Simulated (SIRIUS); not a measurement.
FeO (Wuestite), 2 atoms in the cell. The structure is cubic, space group Fm-3m (No. 225). Conventional cell: a = 4.311 Å, b = 4.311 Å, c = 4.311 Å, α = 90.00°, β = 90.00°, γ = 90.00°. Around Fe (site symmetry m-3m) lie 6 O at 2.16 Å. O (site symmetry m-3m) has 6 Fe at 2.16 Å as nearest neighbours. 

* Program: SIRIUS 7.12.0
* Task: single point
* Functional: SOGGA11
* Potentials or basis: PseudoDojo 0.4.1 PBE standard (scalar relativistic)
* Cutoff: 1228 eV
* Density cutoff: 4912 eV
* k mesh: 6 × 6 × 6
* Occupations: fermi-dirac, width 0.05 eV
* Spin: collinear spin, ferromagnetic start
* Starting moments: [3.0, 0.0] μB
* Libxc names: ["XC_GGA_X_SOGGA11", "XC_GGA_C_SOGGA11"]
* Energy tol: 1e-08 Ha
* Density tol: 1e-06
* Mixer: anderson
* Mixing beta: 0.5
* Max scf: 100
* Radial cutoff for the potentials' integrals: 6.5 bohr

Potentials or basis: PseudoDojo 0.4.1 PBE standard (scalar relativistic).

The run is started by

```sh
$ upf_to_json Fe.upf
$ upf_to_json O.upf
$ OMP_NUM_THREADS=1 sirius.scf --input=sirius.json --output=out.json --task=0
```

Hardware: 1 thread of Intel(R) Xeon(R) Platinum 8259CL CPU @ 2.50GHz (Skylake/Cascade Lake), with other jobs on the host.

Problem. Estimate the wall time of this run.

Solution. Run time: 34 s on 1 thread of Intel(R) Xeon(R) Platinum 8259CL CPU @ 2.50GHz (Skylake/Cascade Lake) (shared host), peak memory 0.18 GiB. Counts: scf iterations 14, k points 16, plane waves 1917, bands 19.
